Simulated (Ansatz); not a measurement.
## Nudged elastic band run: Si$_{12}$O$_{23}$

input.yaml

```yaml
crystal:
  lattice:
    - [-2.457, 4.255649, 5.406]
    - [4.914, 0.0, 5.406]
    - [4.914, 8.511298, 0.0]
  atoms:
    - { symbol: Si, position: [0.91849566, 0.40362417, 0.03909917] }
    - { symbol: Si, position: [0.5664011, 0.0975277, 0.95217005] }
    - { symbol: Si, position: [-0.04033551, 0.00683513, 0.28597805] }
    - { symbol: O, position: [0.0104287, 0.18282952, 0.1322458] }
    - { symbol: O, position: [0.97127485, 0.57744071, 0.07827006] }
    - { symbol: O, position: [0.29669191, 0.59111789, 0.13297825] }
    - { symbol: O, position: [0.46333289, 0.32374215, 0.97037373] }
    - { symbol: O, position: [0.48762625, 0.94015589, 0.1085291] }
    - { symbol: O, position: [0.16068748, 0.94447688, 0.34849595] }
    - { symbol: Si, position: [0.93612209, 0.40362339, 0.53126214] }
    - { symbol: Si, position: [0.61071341, 0.08509312, 0.43179237] }
    - { symbol: Si, position: [0.00202655, -0.00434588, 0.76882047] }
    - { symbol: O, position: [0.02395386, 0.17700657, 0.61769765] }
    - { symbol: O, position: [0.99977507, 0.56616049, 0.57403829] }
    - { symbol: O, position: [0.31453818, 0.54702545, 0.6521118] }
    - { symbol: O, position: [0.514878, 0.30773984, 0.46071701] }
    - { symbol: O, position: [0.55786946, 0.92264602, 0.59412845] }
    - { symbol: O, position: [0.2091522, 0.93028698, 0.81814514] }
    - { symbol: Si, position: [0.40498183, 0.91312728, 0.28892592] }
    - { symbol: Si, position: [0.05920739, 0.60310383, 0.20043675] }
    - { symbol: Si, position: [0.5051261, 0.49847469, 0.51439017] }
    - { symbol: O, position: [0.50748023, 0.68693973, 0.36843154] }
    - { symbol: O, position: [0.48053473, 0.07125316, 0.32938479] }
    - { symbol: O, position: [0.9463705, 0.81757768, 0.23814905] }
    - { symbol: O, position: [0.02129664, 0.42338084, 0.35245102] }
    - { symbol: O, position: [0.69516028, 0.45076615, 0.58021216] }
    - { symbol: Si, position: [0.45076917, 0.90290178, 0.77139602] }
    - { symbol: Si, position: [0.0728925, 0.58734196, 0.70542157] }
    - { symbol: Si, position: [0.49381095, 0.50685276, 0.01269533] }
    - { symbol: O, position: [0.54625149, 0.67980846, 0.86046473] }
    - { symbol: O, position: [0.49653799, 0.07220625, 0.82036677] }
    - { symbol: O, position: [0.81101154, 0.05968514, 0.90336962] }
    - { symbol: O, position: [0.97112807, 0.81111027, 0.72810808] }
    - { symbol: O, position: [0.00836836, 0.42157412, 0.86067454] }
    - { symbol: O, position: [0.67805887, 0.43152678, 0.08971367] }
basis:
  ecutwfc: 420.0
kpoints:
  mp_grid: { grid: [2, 2, 2] }
hamiltonian:
  xc: pbe
  pseudopotentials: { kind: paw, azcp: { folder: soft_1 } }
scf:
  occupations: { method: gaussian, width: 0.02 }
  lower_state_search: "off"
neb:
  images: 5
  f_tol: 0.05
  initial_path: idpp
  max_iterations: 74
  final_atoms:
    - { symbol: Si, position: [0.93359439, 0.40267615, 0.03896422] }
    - { symbol: Si, position: [0.56690451, 0.09644357, 0.95020363] }
    - { symbol: Si, position: [0.03059387, 0.00077797, 0.27030126] }
    - { symbol: O, position: [0.05299663, 0.18569649, 0.11872413] }
    - { symbol: O, position: [0.97815099, 0.58025839, 0.08035541] }
    - { symbol: O, position: [0.31546189, 0.57249103, 0.13781293] }
    - { symbol: O, position: [0.47213107, 0.32418736, 0.96509989] }
    - { symbol: O, position: [0.49085487, 0.93806741, 0.106069] }
    - { symbol: O, position: [-0.18297492, 1.07305718, 0.38852704] }
    - { symbol: Si, position: [0.93110156, 0.40692005, 0.52981443] }
    - { symbol: Si, position: [0.57468168, 0.09098292, 0.44511508] }
    - { symbol: Si, position: [0.00030576, -0.00229962, 0.77061767] }
    - { symbol: O, position: [0.02089488, 0.18424818, 0.62261697] }
    - { symbol: O, position: [0.98660951, 0.57289105, 0.57605807] }
    - { symbol: O, position: [0.30704302, 0.55667251, 0.65596635] }
    - { symbol: O, position: [0.46600669, 0.31092283, 0.47518961] }
    - { symbol: O, position: [0.52950947, 0.9183998, 0.60040277] }
    - { symbol: O, position: [0.20166657, 0.92374782, 0.82922509] }
    - { symbol: Si, position: [0.38120686, 0.92017376, 0.28448283] }
    - { symbol: Si, position: [0.07657257, 0.59957464, 0.19970933] }
    - { symbol: Si, position: [0.48620798, 0.50151311, 0.51406495] }
    - { symbol: O, position: [0.46877595, 0.68972633, 0.36896723] }
    - { symbol: O, position: [0.46678802, 0.0662373, 0.33277412] }
    - { symbol: O, position: [0.98736385, 0.81883801, 0.23145128] }
    - { symbol: O, position: [0.03057874, 0.42382295, 0.35261069] }
    - { symbol: O, position: [0.69081563, 0.45181714, 0.56309114] }
    - { symbol: Si, position: [0.44325509, 0.8986627, 0.77854401] }
    - { symbol: Si, position: [0.06546005, 0.59475746, 0.70465822] }
    - { symbol: Si, position: [0.51027948, 0.4973997, 0.01378408] }
    - { symbol: O, position: [0.55201408, 0.67995786, 0.86583434] }
    - { symbol: O, position: [0.49447384, 0.07251032, 0.81891761] }
    - { symbol: O, position: [0.81015538, 0.05760412, 0.90540129] }
    - { symbol: O, position: [0.9668711, 0.82081014, 0.72249682] }
    - { symbol: O, position: [0.00566731, 0.42931447, 0.85965234] }
    - { symbol: O, position: [0.69491459, 0.41487271, 0.09212874] }
  order_check: true
```

Command:

```bash
$ ansatz run input.yaml --threads 4 --pin off --max-ram 10240MiB --backend cpu --events-out ev --progress --plain --runs-dir out
```

Output, in part (warnings, iteration lines):

```
NEB end point (image 0): max|allowed force component| = 7.693e-3 eV/Å (the criterion of neb.relax_end_points is 1.000e-2)
NEB iter   1: max|band force component| = 4.384e0 eV/Å  barrier→ = 5.6443 eV  barrier← = 5.5449 eV  Δτ_max = 0.1760 Å  (68 SCF iters)
NEB iter   2: max|band force component| = 2.063e0 eV/Å  barrier→ = 5.2020 eV  barrier← = 5.1026 eV  Δτ_max = 0.1797 Å  (44 SCF iters)
NEB iter   3: max|band force component| = 1.590e0 eV/Å  barrier→ = 5.0140 eV  barrier← = 4.9146 eV  Δτ_max = 0.0939 Å  (46 SCF iters)
NEB iter   4: max|band force component| = 7.026e-1 eV/Å  barrier→ = 4.8605 eV  barrier← = 4.7611 eV  Δτ_max = 0.1945 Å  (42 SCF iters)
NEB iter   5: max|band force component| = 5.044e-1 eV/Å  barrier→ = 4.8253 eV  barrier← = 4.7259 eV  Δτ_max = 0.0704 Å  (44 SCF iters)
NEB iter   6: max|band force component| = 5.468e-1 eV/Å  barrier→ = 4.6206 eV  barrier← = 4.5212 eV  Δτ_max = 0.0355 Å  (39 SCF iters)
NEB iter   7: max|band force component| = 1.654e0 eV/Å  barrier→ = 4.5072 eV  barrier← = 4.4078 eV  CI = image 3  Δτ_max = 0.0357 Å  (39 SCF iters)
NEB iter   8: max|band force component| = 1.787e0 eV/Å  barrier→ = 4.6210 eV  barrier← = 4.5216 eV  CI = image 3  Δτ_max = 0.0713 Å  (36 SCF iters)
[... lines left out ...]
NEB iter  19: max|band force component| = 6.995e-2 eV/Å  barrier→ = 4.9056 eV  barrier← = 4.8062 eV  CI = image 3  Δτ_max = 0.0218 Å  (31 SCF iters)
NEB iter  20: max|band force component| = 2.844e-2 eV/Å  barrier→ = 4.9038 eV  barrier← = 4.8043 eV  CI = image 3  Δτ_max = 0.0256 Å  (34 SCF iters)
NEB iter  21: max|band force component| = 2.040e-1 eV/Å  barrier→ = 4.9026 eV  barrier← = 4.8032 eV  CI = image 3  Δτ_max = 0.0296 Å  (8 SCF iters)
```

It converged. The band force fell under the threshold earlier too, but the program's further tests of the path sent the band on. Neighbouring images differ by up to 2.5 eV, so the band resolves the path poorly. By the program's own check the climbing image is of a kind that is not told: the force calls were inconclusive, a negative curvature could not be distinguished from the path's own, the only one lies far off the path, or fixed occupations may fill a level only in part (lowest curvatures found: -24.85 and 0.18 eV/Å²). Limits of this set-up: no spin, though dangling bonds at a vacancy may carry it, a small cell, in which the defect meets its images, a typed lattice constant that wasn't relaxed here.

Final band (atoms are numbered from 1 in the order of the input):

```tsv
image	path coordinate (Å)	energy (eV)	Si3–Si11 (Å)	O9–Si19 (Å)	Si3–Si19 (Å)
0	0.00	0.00	2.46	1.64	3.11
1	0.61	0.18	2.47	1.68	3.03
2	1.22	2.44	2.49	2.26	3.05
3	1.83	4.90	2.77	2.85	2.85
4	2.40	2.42	3.02	3.26	2.54
5	2.97	0.31	3.06	3.68	2.51
6	3.54	0.10	3.16	3.78	2.48
```

Time of the run: 21 min on 4 threads of Intel(R) Xeon(R) Platinum 8175M CPU @ 2.50GHz (Skylake/Cascade Lake) (shared host), peak memory 3.5 GiB.
